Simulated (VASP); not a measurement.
Results of a VASP single-point calculation on MgS (zincblende)

POSCAR

```
Mg S
 1.0000000000000000
     0.0000000000000000    2.8308768390485555    2.8308768390485555
     2.8308768390485555    0.0000000000000000    2.8308768390485555
     2.8308768390485555    2.8308768390485555    0.0000000000000000
 Mg  S
   1   1
Cartesian
  0.0000000000000000  0.0000000000000000 -0.0000000000000000
  1.4154384195242775  1.4154384195242775  1.4154384195242775
```

```json
{
 "gap between bands v and c": "4.13 eV",
 "least direct gap": "4.13 eV"
}
```

Band v is the last that the valence electrons fill when counted band by band, and c is the next. Levels in eV from the top of v:

```
point    v−1      v     c   c+1
    Γ   0.00   0.00  4.13  8.59
    X  -1.05  -1.05  4.32  6.26
    W  -1.86  -1.33  5.99  8.70
    K  -1.90  -0.82  5.31  7.62
    L  -0.33  -0.33  5.79  8.21
```

**Question.** Which of these levels of theory gave these results?
A. PBE
B. r²SCAN
C. PBE0
D. LDA
E. HSE06
F. PBEsol
G. PBE with spin–orbit coupling

**Answer.** B.

The INCAR was:

```
ALGO = Normal
ENCUT = 520
LCHARG = .FALSE.
NELM = 120
SIGMA = 0.01
NBANDS = 11
ISMEAR = 0
PREC = Accurate
IBRION = -1
METAGGA = R2SCAN
LREAL = .FALSE.
NSW = 0
LASPH = .TRUE.
ISIF = 2
LWAVE = .FALSE.
EDIFF = 1E-7
```
